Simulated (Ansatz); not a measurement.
Task: a calculation of the dielectric tensor and Born charges of GaN, space group P6_3mc, with the Ansatz DFT code, driven from Python. Give the script and its output. Use: PBEsol, PAW, cutoff 550 eV, 12×12×2 k-points, fixed occupations.

```
Ga N
1.0
     3.21154    0.00000    0.00000
    -1.60577    2.78127    0.00000
     0.00000    0.00000   10.35684
Ga N
4 4
Direct
  0.00000 0.00000 0.28587
  0.33333 0.66667 0.53735
  0.66667 0.33333 0.03735
  0.00000 0.00000 0.78587
  0.33333 0.66667 0.84374
  0.00000 0.00000 0.59304
  0.66667 0.33333 0.34375
  0.00000 0.00000 0.09304
```

Script `gan_eps.py`:
```python
import ansatz as az
import numpy as np

lattice = az.Lattice.of(
    (3.21154, 0.0, 0.0),
    (-1.60577, 2.78127, 0.0),
    (0.0, 0.0, 10.35684),
)
sites = [
    ('Ga', (0.0, 0.0, 0.28587)),
    ('Ga', (1 / 3, 2 / 3, 0.53735)),
    ('Ga', (2 / 3, 1 / 3, 0.03735)),
    ('Ga', (0.0, 0.0, 0.78587)),
    ('N', (1 / 3, 2 / 3, 0.84374)),
    ('N', (0.0, 0.0, 0.59304)),
    ('N', (2 / 3, 1 / 3, 0.34375)),
    ('N', (0.0, 0.0, 0.09304)),
]
cell = az.Crystal(lattice=lattice)
for symbol, position in sites:
    cell = cell.atom(symbol, position)

model = cell.calculation()
model = model.functional('pbesol')
model = model.pseudopotentials('paw')
model = model.basis(550)
model = model.kpoints(12, 12, 2).occupations('fixed')
model = model.dielectric()
done = model.run()
response = done.dielectric
eps = np.asarray(response.eps_inf)

values = np.linalg.eigvalsh(eps)
print('principal values of eps_inf:', np.round(values, 3))
print('refractive indices:', np.round(np.sqrt(values), 3))
for site, z in zip(done.lattice.sites, response.zstar_e):
    print(f'{site.symbol:2s} Z* trace/3 = {np.trace(z) / 3:+.3f} e')
print(f'charge neutrality missed by {response.zstar_sum_residual_pre_e:.4f} e before the sum rule')
```

```console
$ python gan_eps.py
DeckWarning: the atoms were moved onto the symmetric positions of the space group found under crystal.symmetry.tolerance 1.0e-5 (fractional; no operation is sought that the atoms, as they stand in a round, miss by more than twice it, and no atom is moved by as much as it), and the run uses the moved positions. Before [...]
RunWarning: field response: inside a basis, on 12×12×4 points, memory doesn't hold the 18×18×6 that were asked: take ε∞, Z* and everything formed from them with what they may err, as stated (eps_inf_uncertainty, zstar_uncertainty_e), and compare with field_mesh: kpoints on a denser kpoints.mp_grid
principal values of eps_inf: [7.504 7.504 8.624]
refractive indices: [2.739 2.739 2.937]
Ga Z* trace/3 = +2.787 e
Ga Z* trace/3 = +3.258 e
Ga Z* trace/3 = +3.258 e
Ga Z* trace/3 = +2.787 e
N  Z* trace/3 = -3.172 e
N  Z* trace/3 = -2.874 e
N  Z* trace/3 = -3.172 e
N  Z* trace/3 = -2.874 e
charge neutrality missed by 0.0627 e before the sum rule
```
(Warnings from the package without file and line, shortened.)

Notes:
- With fixed filling the reported Fermi level is the top filled level among the k-points of the SCF.
- Averages over directions belong to no single polarisation, least of all in layered crystals.
- Pressure is positive in compression.
- The mesh doesn't settle the field response to the digits printed.
- The structure comes from a database of computed cells and needn't be a stable or known phase.
- This is the electronic (clamped-ion) response; a semilocal gap that is too small tends to raise it. The typed mesh is that of the SCF; the response is solved on denser meshes that the run picks.
- Hardware and time: 8.6 min on 1 thread of Arm Neoverse V2, with other jobs on the host, peak memory 2.2 GiB.
